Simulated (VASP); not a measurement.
Write the native input for VASP 6.6.1 that does the following.

- Task: single point
- Functional: PBE
- Potentials or basis: VASP PAW PBE potentials, release 64 (Tl_d, Br)
- Cutoff: 520 eV
- k mesh: 6 × 6 × 6
- Occupations: fermi-dirac, width 0.02 eV
- Spin: no spin polarisation
- Dipole correction: no
- Further INCAR settings: ALGO = Normal; EDIFF = 1e-06; NBANDS = 17

The structure of TlBr lies in POSCAR:

```
TlBr
1.0
    3.7911662379      0.0000000000      0.0000000000
    0.0000000000      3.7911662379      0.0000000000
    0.0000000000      0.0000000000      3.7911662379
Tl Br
1 1
Direct
    0.0000000000      0.0000000000      0.0000000000
    0.5000000000      0.5000000000      0.5000000000
```

The cell was built by a generator and needn't be a form met in nature.

The cell isn't the ideal one: hydrostatic strain -5.1%.

These files were run (other wordings do the same):

INCAR

```
SYSTEM = TlBr
PREC     = Accurate       ! precision mode
ENCUT    = 520            ! plane-wave cutoff, eV
EDIFF    = 1E-6           ! SCF threshold, eV
ISMEAR   = -1             ! smearing method
SIGMA    = 0.02           ! smearing width, eV
LREAL    = .FALSE.        ! projectors in reciprocal space
LASPH    = .TRUE.         ! aspherical terms in the spheres
NELM     = 100            ! most SCF steps
ALGO     = Normal         ! electronic algorithm
ISIF     = 2              ! what is computed and relaxed
LWAVE    = .FALSE.        ! write WAVECAR
LCHARG   = .TRUE.         ! write CHGCAR
GGA      = PE             ! functional
LELF     = .TRUE.         ! ELF
LVHAR    = .TRUE.       
NBANDS   = 17             ! bands
```

KPOINTS

```
Automatic mesh
0
G
  6 6 6
  0 0 0
```

Potentials or basis: VASP PAW PBE potentials, release 64 (Tl_d, Br).

Run with:

```console
$ cat potpaw_PBE.64/Tl_d/POTCAR potpaw_PBE.64/Br/POTCAR > POTCAR
$ mpirun -np 1 vasp_std > vasp.out
```

Results of the run:

```
Pressure               : 6.6 GPa
Band gap on the k mesh : 1.42 eV, direct
```

Caveat: spin-orbit coupling is left out, which as a rule narrows the gap of such compounds by several tenths of an eV.

It took 8.9 s on 1 thread of Intel(R) Xeon(R) Platinum 8488C (Sapphire Rapids) (shared host), peak memory 0.16 GiB.
